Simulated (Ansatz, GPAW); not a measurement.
This is a calculation of Nb for Ansatz 0.2.0. 

Contents of input.yaml:

```yaml
crystal:
  lattice:
    - [-1.66395, 1.66395, 1.66395]
    - [1.66395, -1.66395, 1.66395]
    - [1.66395, 1.66395, -1.66395]
  atoms:
    - { symbol: Nb, position: [0.0, 0.0, 0.0] }
kpoints:
  mp_grid: { grid: [11, 11, 11] }
scf:
  occupations: { method: gaussian, width: 0.026 }
hamiltonian:
  xc: pbe
  pseudopotentials: { kind: all_electron, lapw: { basis_error: 0.001 } }
output:
  forces: true
  stress: true
  eigenvalues: true
```

Potentials or basis: all-electron LAPW, scalar-relativistic.

Run with:

```bash
$ ansatz run input.yaml --threads 1 --pin off --max-ram 3072MiB --backend cpu --events-out ev --progress --plain --runs-dir out
```

Problem. What does the same run look like in GPAW 26.7.0 (ASE script)? Potentials or basis there: GPAW PAW data sets (gpaw-data 1.2.1), cutoff 600 eV.

Solution. As run (cutoffs and basis follow the program's own potentials, and thresholds, step limits or extra output files can differ):

The input run.py:

```python
from ase.dft.bandgap import bandgap
from ase.io import read, write
from ase.units import Bohr, GPa
from gpaw import GPAW, PW
from gpaw.elf import elf_from_dft_calculation

atoms = read('POSCAR')

calc = GPAW(mode=PW(600),
            xc='PBE',
            kpts={'size': (11, 11, 11), 'gamma': True},
            occupations={'name': 'methfessel-paxton', 'order': 0, 'width': 0.026000000000000002},
            nbands=15,
            convergence={'density': 1e-05, 'energy': 1e-05},
            maxiter=150,
            txt='gpaw.txt')
atoms.calc = calc
energy = atoms.get_potential_energy()
forces = atoms.get_forces()
stress = atoms.get_stress()
calc.write('gs.gpw')
write('result.traj', atoms)
print(f'Energy: {energy:.6f} eV')
print('Forces (eV/A):')
print(forces.round(4))
print('Stress (GPa):', (stress / GPa).round(3))
print('Fermi level:', round(calc.get_fermi_level(), 4), 'eV')
print(f'Gap: {bandgap(calc)[0]:.4f} eV, direct: {bandgap(calc, direct=True)[0]:.4f} eV')

# fields on the real-space grid
write('density.cube', atoms, data=calc.get_pseudo_density() * Bohr**3)
write('potential.cube', atoms, data=calc.get_electrostatic_potential())
write('elf.cube', atoms, data=elf_from_dft_calculation(calc).data)
```

Contents of POSCAR:

```
Nb
1.0
   -1.6639500000      1.6639500000      1.6639500000
    1.6639500000     -1.6639500000      1.6639500000
    1.6639500000      1.6639500000     -1.6639500000
Nb
1
Direct
    0.0000000000      0.0000000000      0.0000000000
```

Potentials or basis: GPAW PAW data sets (gpaw-data 1.2.1), pw.

Command:

```sh
$ OMP_NUM_THREADS=1 python run.py
```

Both were run:

|  | Ansatz | GPAW |
| --- | --- | --- |
| Pressure | -1.7 GPa | -2.5 GPa |

Where Ansatz's input types no cutoff or centring, it takes its own default and a Γ-centred mesh.

Pressure is positive in compression.
